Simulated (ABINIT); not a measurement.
A run of ABINIT 10.8.3 (patched build):

Contents of run.abi:

```
# Pseudopotentials
pp_dirpath "./"
pseudos "Al.upf, N.upf"

# Structure
acell 3*1.0 Angstrom
rprim
     3.1130000000     0.0000000000     0.0000000000
    -1.5565000000     2.6959370820     0.0000000000
     0.0000000000     0.0000000000     4.9810000000
ntypat 2
znucl 13 7
natom 4
typat 1 1 2 2
xred
     0.6666666667     0.3333333333     0.5000000000
     0.3333333333     0.6666666667     0.0000000000
     0.6666666667     0.3333333333     0.8800000000
     0.3333333333     0.6666666667     0.3800000000

# Plane-wave basis
ecut 36.0

# k points
kptopt 1
ngkpt 8 8 4
nshiftk 1
shiftk 0.0 0.0 0.0

# Exchange and correlation
ixc -116133

# Bands and occupations
nband 12
occopt 3
tsmear 0.05 eV

# SCF cycle
nstep 100
tolvrs 1.0e-10

# Output
iomode 3
prtwf 0
prtden 0
prteig 0
prtebands 0
enunit 2
```

Potentials or basis: PseudoDojo NC SR PBEsol v0.4.1 standard.

Command:

```console
$ mpirun --bind-to none -np 4 abinit run.abi > log 2>&1
```

Hardware: 4 MPI ranks on AMD EPYC 7R43 64-Core Processor (Zen 3) (shared host).

Task: How long does it take, and how much memory?

Result: Wall time 19 s on 4 MPI ranks on AMD EPYC 7R43 64-Core Processor (Zen 3), with other jobs on the host, peak memory 0.28 GiB a rank. Counts: scf iterations 10, mpi ranks 4, k points 30, bands 12, plane waves 2937.
